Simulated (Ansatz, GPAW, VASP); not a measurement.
# One calculation of Au, 4 ways

```
Au
1.0
     0.00000    2.03500    2.03500
     2.03500    0.00000    2.03500
     2.03500    2.03500    0.00000
Au
1
Direct
  0.00000 0.00000 0.00000
```

Alike in all runs: task single point; functional PBE; k mesh 11 × 11 × 11; occupations gaussian, width 0.011 eV; no spin polarisation; no spin-orbit coupling. Pressure is positive in compression and, in plane waves, holds the error of the finite cutoff, which Ansatz's Pulay term estimates and takes out.

```
                        program and potentials  plane-wave cutoff (eV)                                                                      notes  pressure (GPa)
                            Ansatz, Ansatz PAW                     420  19 valence electrons an atom on average; Pulay term of +0.06 GPa included           10.84
Ansatz, all-electron LAPW, scalar-relativistic                       -                                                                          -           10.81
                VASP, PBE PAW files Au, 520 eV                     520                                    11 valence electrons an atom on average           10.51
    GPAW, GPAW PAW data sets (gpaw-data 1.2.1)                     600                                    11 valence electrons an atom on average           13.36
```

The pressure spans 10.51 (VASP, PBE PAW files Au, 520 eV) to 13.36 GPa (GPAW, GPAW PAW data sets (gpaw-data 1.2.1)), with all-electron results at 10.81. The cell lies far from this level's equilibrium.

The functional is the same throughout but for its coding, so the spread measures potentials, basis and numerics; runs on potential files found faulty are left out.

All four runs put fcc gold under strong compression at a lattice constant where the real metal is almost free of stress. The pressure therefore reflects PBE's well-known overestimate of gold's equilibrium volume. Its gradient correction weakens the bonding between atoms with filled, polarisable 5d shells, and a semilocal functional also misses the long-range dispersion between them.

Both Ansatz PAW, at 10.84 GPa, and VASP, at 10.51 GPa, stay close to the all-electron value of 10.81 GPa, whereas GPAW stands clearly apart at 13.36 GPa. Freezing the semicore shells can't by itself explain this, since VASP treats the same 11 valence electrons; an incomplete plane-wave basis normally lowers the pressure, so the excess probably comes from the construction of the GPAW data set. The agreement of the other three supports their description of compressed gold at this volume, but a single volume can't tell whether the GPAW offset would shift the equilibrium lattice constant, the bulk modulus or both.
